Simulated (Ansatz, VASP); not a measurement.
SiNi: VASP beside Ansatz

File INCAR:

```
ALGO     = Normal         # electronic algorithm
EDIFF    = 1E-7           # SCF threshold, eV
ENCUT    = 520            # plane-wave cutoff, eV
GGA      = PE             # functional
ISIF     = 2              # what is computed and relaxed
ISMEAR   = -1             # smearing method
ISPIN    = 2              # spin polarisation
LASPH    = T              # aspherical terms in the spheres
LCHARG   = F              # write CHGCAR
LMAXMIX  = 4              # l up to which the mixer works
LORBIT   = 11             # projections on sites
LREAL    = F              # projectors in reciprocal space
LWAVE    = F              # write WAVECAR
MAGMOM   = 1 1 0 0        # initial moments
NBANDS   = 26             # bands
NELM     = 120            # most SCF steps
PREC     = Accurate       # precision mode
SIGMA    = 0.05           # smearing width, eV
```

Contents of KPOINTS:

```
k-points
0
Gamma
  9 8 6
```

The input POSCAR:

```
SiNi
1.0
    2.8826972597      0.0000000000      0.0000000000
    0.0000000000      3.2133613310      0.0000000000
    0.0000000000      0.0000000000      4.5819618704
Ni Si
2 2
Direct
    0.5000000000      0.5000000000      0.3424955900
    0.0000000000      0.0000000000      0.6575044100
    0.5000000000      0.5000000000      0.8431431600
    0.0000000000      0.0000000000      0.1568568400
```

The input input.yaml:

```yaml
crystal:
  lattice:
    - [2.8826972597, 0.0, 0.0]
    - [0.0, 3.213361331, 0.0]
    - [0.0, 0.0, 4.5819618704]
  atoms:
    - { symbol: Ni, position: [0.5, 0.5, 0.34249559], spin: 1.0 }
    - { symbol: Ni, position: [0.0, 0.0, 0.65750441], spin: 1.0 }
    - { symbol: Si, position: [0.5, 0.5, 0.84314316] }
    - { symbol: Si, position: [0.0, 0.0, 0.15685684] }
hamiltonian:
  xc: pbe
  pseudopotentials: { kind: paw }
magnetization:
  spin_polarized: true
kpoints:
  mp_grid: { grid: [9, 8, 6] }
scf:
  occupations: { method: fermi_dirac, width: 0.05 }
output:
  forces: true
  stress: true
  eigenvalues: true
```

Change from the starting cell: volume scaled by 0.94.

Alike in both runs: task single point; functional PBE; k mesh 9 × 8 × 6; occupations fermi-dirac, width 0.05 eV; collinear spin, ferromagnetic start.

|  | VASP | Ansatz |
| --- | --- | --- |
| version | VASP 6.6.1 | Ansatz 0.2.0 |
| potentials or method | VASP PAW PBE potentials, release 64 (Ni, Si) | Ansatz PAW |
| plane-wave cutoff (eV) | 520 | 420 |
| valence electrons in the cell | 28 | 44 |

```csv
,VASP,Ansatz,Ansatz less VASP
gap on the k mesh at the Fermi level (eV),none,none,-
pressure (GPa),21.8,21.9,+0.04
largest component of the traceless stress (GPa),2.55,2.46,-0.091
rms of the force components (eV/Å),0.123,0.119,-0.0035
net moment per atom (μB),0.00,0.00,0.000
```

Atom by atom the forces differ by 0.005 eV/Å (rms over components). A gap of «none» marks a metal or a gap that the smearing closes. The functional is the same, so the differences come from potentials, cutoffs and numerics. The two sets of potentials don't hold the same shells in valence.

Caveats: the starting moments weren't kept (Ansatz).
